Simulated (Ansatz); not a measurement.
# Equation of state of TiO₂ from a dense series

```yaml
crystal:
  lattice:
    - [4.59400, 0.00000, 0.00000]
    - [0.00000, 4.59400, 0.00000]
    - [0.00000, 0.00000, 2.95900]
  atoms:
    - { symbol: Ti, position: [0.00000, 0.00000, 0.00000] }
    - { symbol: Ti, position: [0.50000, 0.50000, 0.50000] }
    - { symbol: O, position: [0.30600, 0.30600, 0.00000] }
    - { symbol: O, position: [0.19400, 0.80600, 0.50000] }
    - { symbol: O, position: [0.69400, 0.69400, 0.00000] }
    - { symbol: O, position: [0.80600, 0.19400, 0.50000] }
```

Atoms are numbered in the order listed.

The cell comes from COD entry 9007432, which wasn't checked; take it as a given geometry.

The calculation used DFT, PBE, all-electron LAPW, scalar-relativistic (Ansatz 0.2.0).

The runs use a Γ-centred 7×7×10 k mesh, Fermi–Dirac smearing of 0.05 eV, basis error target 0.5 meV/atom, no spin polarisation.

The cell is scaled evenly. Fractional coordinates are held (clamped ions).

| V (Å³/atom) | P (GPa) |
| --- | --- |
| 9.784 | 22.99 |
| 9.992 | 16.51 |
| 10.200 | 10.67 |
| 10.304 | 7.97 |
| 10.408 | 5.40 |
| 10.512 | 2.97 |
| 10.616 | 0.66 |
| 10.825 | -3.62 |

(1) Fit a third-order Birch–Murnaghan curve to the pressures.

(2) Predict the pressure at the withheld volume, 11.033 Å³/atom.

## Answers

(1) P = (3B0/2)(y^(7/2) − y^(5/2))[1 + (3/4)(B0′ − 4)(y − 1)] with y = (V0/V)^(2/3) fits within 0.01 GPa for V0 = 10.647 Å³/atom, B0 = 227.0 GPa and B0′ = 4.26.

(2) There y = 0.9766, so the fit gives -7.49 GPa; the run gave -7.48 GPa.
